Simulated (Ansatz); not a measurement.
Level of theory: Ansatz 0.2.0, DFT PBE, scalar-relativistic, plane waves, PAW. Settings: cutoff 420 eV, Γ-centred meshes spaced at most about 0.3 Å⁻¹, and about 0.25 Å⁻¹ or finer for metals (2π included), Gaussian smearing. No spin polarisation in the final relaxations.

Temperature and zero-point effects are left out.

Two relaxed structures of Si3C:

1.

```xyz
4
Lattice="2.9046 0.0000 0.0000 -1.4523 2.5155 0.0000 0.0000 0.0000 6.5469" Properties=species:S:1:pos:R:3 pbc="T T T"
Si    0.0000    1.6770    5.3261
Si    0.0000    1.6770    1.2208
Si    1.4523    0.8385    3.2734
C     1.4523    0.8385    0.0000
```

2.

```xyz
4
Lattice="2.7457 0.0000 0.0000 0.0000 2.7457 0.0000 0.0000 0.0000 6.1659" Properties=species:S:1:pos:R:3 pbc="T T T"
Si    0.0000    0.0000    0.0000
Si    1.3728    1.3728    1.8989
Si    1.3728    1.3728    4.2669
C     0.0000    0.0000    3.0829
```

Task: Which is lower in energy, and by how much?

Result: Cell 1 is lower, by 0.40 eV/atom. Cell 1 has space group P-6m2 (No. 187), 12.0 Å³/atom and no gap on its mesh; cell 2 has space group P4/mmm (No. 123), 11.6 Å³/atom and no gap. Counting Si atoms around C (those within 1.25 times the shortest such distance or 1.15 times the sum of covalent radii; the shortest distance is added where it is long for a bond), cell 1 has C 6 and cell 2 has C 8 from 2.3 Å. Cell 1 and cell 2 both hold Si–Si pairs. Even the lower one lies +0.71 eV/atom against the reference forms of the elements (uncorrected), so neither is stable at this level. In cell 1, around Si on a site of symmetry 3m lie 3 C at 2.07 Å, 1 Si at 2.44 Å and 3 Si at 2.65 Å; Si on a site of symmetry -6m2 is surrounded by 6 Si at 2.65 Å, 6 Si at 2.90 Å and 2 C at 3.27 Å; around C lie 6 Si at 2.07 Å, 6 C at 2.90 Å and 2 Si at 3.27 Å. In cell 2, Si on a site of symmetry 4/mmm is surrounded by 12 Si at 2.72–2.75 Å and 2 C at 3.08 Å; around Si on a site of symmetry 4mm lie 4 C at 2.27 Å, 1 Si at 2.37 Å and 8 Si at 2.72–2.75 Å; around C lie 8 Si at 2.27 Å, 4 C at 2.75 Å and 2 Si at 3.08 Å. Both come from invented guesses.

Cells relaxed within their symmetry can be saddle points.

The preference for cell 1 probably reflects how badly each structure frustrates carbon's bonding. With only four valence orbitals, carbon favours four short, directional bonds to silicon. Here it sits instead in a trigonal prism of six Si at 2.07 Å or a square prism of eight at 2.27 Å. Both distances are stretched well beyond a normal Si–C single bond, so the bonding must be spread over many weak, multicentre contacts, more so in cell 2. The closest Si–Si pair doesn't explain the order, since it is shorter in the less favourable cell, and nor does denser packing compensate. The missing gaps fit this loss of saturated, tetrahedral bonding, which in ordinary silicon and silicon carbide separates filled bonding from empty antibonding states.

The positive energy against the elements agrees with the known absence of a stable silicon-rich carbide. Because SiC is itself bound relative to the elements, the driving force for decomposition into SiC and silicon should be larger still than +0.71 eV/atom. The comparison therefore ranks two unfavourable packings and doesn't identify a likely structure for Si3C.
